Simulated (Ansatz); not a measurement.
# Calculated with Ansatz: PbS, single run

The input file (Ansatz 0.2.0, plane waves):

```yaml
crystal:
  lattice:
    - [-2.995115, 0.038268, 2.937463]
    - [2.990492, -0.012549, 2.93284]
    - [-0.050817, 6.115931, 0.025718]
  atoms:
    - { symbol: Pb, position: [0.007538, 0.994698, 0.984361] }
    - { symbol: Pb, position: [0.509456, 0.506886, 0.507236] }
    - { symbol: S, position: [0.010419, 0.008672, 0.505598] }
    - { symbol: S, position: [0.493238, 0.498454, 0.983531] }
kpoints:
  mp_grid: { grid: [4, 4, 3], shift: [0.5, 0.5, 0.0] }
magnetization:
  spin_polarized: true
scf:
  occupations: { method: fermi_dirac, width: 0.0422 }
hamiltonian:
  pseudopotentials: { kind: paw }
  xc: pbesol
basis:
  ecutwfc: 420
total_charge: -1.0
output:
  forces: true
  stress: true
  eigenvalues: true
  write_density: true
  write_potential: true
  elf: true
  volumetric_format: npy
accuracy: medium
```

The command:

```bash
ansatz run input.yaml --threads 1 --pin off --max-ram 2560MiB --backend cpu --events-out ev --progress --plain --runs-dir out
```

Origin of the cell: a strained cell with displaced atoms, so it need not be a known compound.

Output (shortened):

```
Pseudopotentials: kind: paw
Pseudopotential: Pb, paw, valence charge 14, recommended cutoff 420 eV (normal), Pb.paw.azcp
Pseudopotential: S, paw, valence charge 6, recommended cutoff 420 eV (normal), S.paw.azcp
Functional definition: PBEsol
  exchange = pbesol_x
  correlation = pbesol_c
Crystal: 4 atoms, lattice volume = 107.439 Å³
Basis set: ecut = 420 eV, 2091 PW (Γ), exchange–correlation on 60×60×90 points (8 copies of the dense FFT grid, shifted against one another)
Bands: 25, of which v1, the nominal top of the filled ones, is band 21 counted from 1 (20 counted from 0)
Symmetry: 1 space group operations
Space group: P1 (ITA 1), of the structure as read, at distance tolerance 4.8e-5 Å
k-points: 24 of 48 (time reversal used)
[… 4 lines left out …]
Initial density: superposition of atomic densities (chi_scale 0.1, normalization cell, long waves kept (reshape's long-wave potential 0.00 eV rms))
Functional: x = pbesol(κ = 0.804, μ = 0.123457), c = pbesol(β = 0.046)
SCF iter   1: F=—  HF=-25274.570720 eV  Δρ=2.52e-2  dr2=4.70e0  dr2_m=0.00e0  M=0.000 μB ∫|m|=0.000 μB
SCF iter   2: F=—  HF=-25273.635191 eV  Δρ=1.67e-2  dr2=2.29e0  dr2_m=0.00e0  M=0.000 μB ∫|m|=0.000 μB  defer=5
SCF iter   3: F=—  HF=-25272.009928 eV  Δρ=9.75e-3  dr2=7.65e-2  dr2_m=5.27e-2  M=1.372 μB ∫|m|=1.372 μB  defer=5
SCF iter   4: F=—  HF=-25272.698457 eV  Δρ=7.99e-3  dr2=7.98e-2  dr2_m=3.26e-2  M=0.339 μB ∫|m|=0.351 μB  defer=26
SCF iter   5: F=—  HF=-25272.733725 eV  Δρ=4.07e-3  dr2=3.22e-2  dr2_m=6.43e-3  M=0.292 μB ∫|m|=0.298 μB  defer=7
SCF iter   6: F=—  HF=-25272.743272 eV  Δρ=7.23e-4  dr2=1.30e-3  dr2_m=2.40e-4  M=0.132 μB ∫|m|=0.135 μB  defer=7
SCF iter   7: F=—  HF=-25272.745262 eV  Δρ=1.30e-4  dr2=1.22e-4  dr2_m=0.00e0  M=0.000 μB ∫|m|=0.000 μB  defer=3
SCF iter   8: F=—  HF=-25272.745275 eV  Δρ=5.94e-5  dr2=4.05e-5  dr2_m=0.00e0  M=0.000 μB ∫|m|=0.000 μB  defer=3
SCF iter   9: F=—  HF=-25272.745274 eV  Δρ=1.61e-5  dr2=3.96e-6  dr2_m=0.00e0  M=0.000 μB ∫|m|=0.000 μB  defer=3
SCF iter  10: F=—  HF=-25272.745274 eV  Δρ=5.40e-6  dr2=2.85e-7  dr2_m=0.00e0  M=0.000 μB ∫|m|=0.000 μB  defer=3
SCF iter  11: F=-25272.745274 eV  HF=-25272.745274 eV  Δρ=1.91e-6  dr2=3.48e-8  dr2_m=0.00e0  M=0.000 μB ∫|m|=0.000 μB
SCF 1 converged in 11 iterations: F = -25272.745274 eV  dr2 = 3.48e-8
SCF converged after 11 iterations
Magnetization: 0.0000 μB (20.5000 up, 20.5000 down)
Absolute magnetization: 0.0000 μB (∫|ρ↑−ρ↓|)
Spin contamination: 0.0000 ħ² per cell (⟨S²⟩ above its minimum at these occupations)
Per-site moments (μB) at R_I (Å): [(0.0, 1.198152), (0.0, 1.201651), (0.0, 1.207478), (0.0, 1.198152)]
Free energy (F): -25272.745274 eV
Harris-Foulkes:  -25272.745274 eV  (|F-HF|=1.39e-8)
Internal energy: -25272.726252 eV  (E = F + TS)
E sigma→0 (E₀):  -25272.735763 eV
Entropy (-TS):   -0.019022 eV (-4.756 meV/atom)
Fermi energy:    9.104606 eV
--- Per-component energies (eV) ---
  E_band       = -122.576984
  E_kinetic    = 799.302885
  E_local      = -2502.182503  (includes V_loc(G=0)·N_el)
  E_nonlocal   = 764.470416
  E_hartree    = 971.882737
  E_xc         = -639.762612
  E_vxc        = -452.151490  (∫ρ·V_xc dr)
  E_paw        = -21677.115125  (= ΣΔE_a)
  E_vpaw       = -675.781515  (= ΣTr[D̂ρ^β])
  E_aug_tail   = 0.000098  (compensation charges beyond the density's cutoff)
  E_ewald      = -2989.570280
  E_core_change = 0.248132  (= ΣΔE_core)
  E_smearing   = -0.019022  (= −TS)
  E_deformation_potential = -13.383663  (in the stress; not in F)
  Σ components = -25272.745274   (vs F -25272.745274, Δ=0.00e0)
--- Forces (eV/Å), atoms counted from 1 ---
  atom   1  Pb     0.087284     0.134846    -0.042681
  atom   2  Pb    -0.013537    -0.157722     0.004251
  atom   3  S      0.007471    -0.051126     0.004805
  atom   4  S     -0.081219     0.074001     0.033626
  max |Σ_I F_I| component: 7.88e-7 eV/Å
--- Stress (GPa, compression-positive) ---
       -1.090965      -0.295856      -0.048784
       -0.295856      -3.974707       0.066041
       -0.048784       0.066041       0.846595
  P = ⅓ Tr σ = -1.4064 GPa (-14.064 kbar)
```

Caveats: charged cell with a uniform background, whose pressure depends on convention; no moments, though an odd count or open d shells may carry them; no spin-orbit coupling, though heavy elements are present; spin is on but no moment was typed; the k mesh is coarse if the cell is a metal.

Time: 12 s on 1 thread of Intel(R) Xeon(R) Platinum 8375C CPU @ 2.90GHz (Ice Lake), with other jobs on the host, peak memory 0.42 GiB, from the program's own first density.
